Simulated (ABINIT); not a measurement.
Bi:

```xyz
1
Lattice="-1.9814 1.9814 1.9814 1.9814 -1.9814 1.9814 1.9814 1.9814 -1.9814" Properties=species:S:1:pos:R:3 pbc="T T T"
Bi    0.0000    0.0000    0.0000
```

This isn't the form of Bi at room conditions, which is rhombohedral.

```yaml
Program: ABINIT 10.8.3 (patched build)
Task: single point
Functional: PBE
Potentials_or_basis: JTH PAW PBE v2.0
Cutoff: 599 eV
k_mesh: 9 × 9 × 9
Occupations: fermi-dirac, width 0.05 eV
Spin: no spin polarisation
```

On this cell: pressure 0.9 GPa; band gap on the k mesh none (metal or under the smearing width).

The same run follows on a disturbed copy (cell strained at random at fixed volume):

```xyz
1
Lattice="-2.0511 1.9323 1.9637 2.0091 -1.9541 1.9436 2.0700 1.9730 -1.9856" Properties=species:S:1:pos:R:3 pbc="T T T"
Bi   -0.0472   -0.0316   -0.0216
```

Q: What does the disturbed cell give?

A: The energy (extrapolated to zero smearing) moves by +6.1 meV/atom; pressure 0.9 GPa; band gap on the k mesh none (metal or under the smearing width).

Stress tensor (GPa, compression positive):
```
 0.17 -0.12  0.44
-0.12  1.27  0.11
 0.44  0.11  1.25
```

Caveats: spin-orbit coupling is left out, which moves the levels of the heavy elements.
